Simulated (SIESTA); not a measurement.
A run of SIESTA 5.4.2:

The input CoO.fdf:

```
SystemName                      CoO
SystemLabel                     CoO
NumberOfSpecies                 2
NumberOfAtoms                   2
%block ChemicalSpeciesLabel
  1  27 Co
  2   8 O
%endblock ChemicalSpeciesLabel

LatticeConstant                 1.0 Ang
%block LatticeVectors
     2.5705263100     0.0000000000     0.0000000000
     0.0000000000     2.5705263100     0.0000000000
     0.0000000000     0.0000000000     2.5705263100
%endblock LatticeVectors
AtomicCoordinatesFormat         Ang
%block AtomicCoordinatesAndAtomicSpecies
     0.0329130189     0.0070098252    -0.0093592863  1
     1.2438108477     1.2910545508     1.2861911150  2
%endblock AtomicCoordinatesAndAtomicSpecies

%block kgrid.MonkhorstPack
   10   0   0  0.0
    0  10   0  0.0
    0   0  10  0.0
%endblock kgrid.MonkhorstPack
XC.Functional                   GGA
XC.Authors                      PBE
PAO.BasisSize                   DZP
PAO.EnergyShift                 0.003 Ry
Mesh.Cutoff                     800 Ry
Spin                            polarized
%block DM.InitSpin
    1   2.000
    2   0.000
%endblock DM.InitSpin
OccupationFunction              FD
ElectronicTemperature           0.05 eV
MaxSCFIterations                200
SCF.MustConverge                false
SCF.Mixer.Method                Pulay
SCF.Mixer.Weight                0.1
SCF.Mixer.History               10
SCF.DM.Tolerance                5.0e-05
SCF.H.Tolerance                 1.0e-03 eV
WriteForces                     true
Charge.Mulliken                 end
%block PAO.Basis
  Co 5
  n=3 0 2
    2.527 0.000
  n=4 0 2
    7.356 0.000
  n=3 1 2
    2.822 0.000
  n=4 1 1
    7.356
  n=3 2 2
    4.649 0.000
%endblock PAO.Basis
```

Potentials or basis: PseudoDojo 0.4 standard (PBE files), DZP (energy shift 0.003 Ry; two zetas on semicore shells).

Command:

```sh
$ siesta < CoO.fdf > CoO.out 2>&1
```

Hardware: 1 thread of Intel(R) Xeon(R) 6975P-C (Granite Rapids) (shared host).

**Question.** How long does it take, and how much memory?

**Answer.** Run time: 100 s on 1 thread of Intel(R) Xeon(R) 6975P-C (Granite Rapids), on a shared host, peak memory 0.28 GiB. Counts: scf iterations 16, k points 560, bands 36.
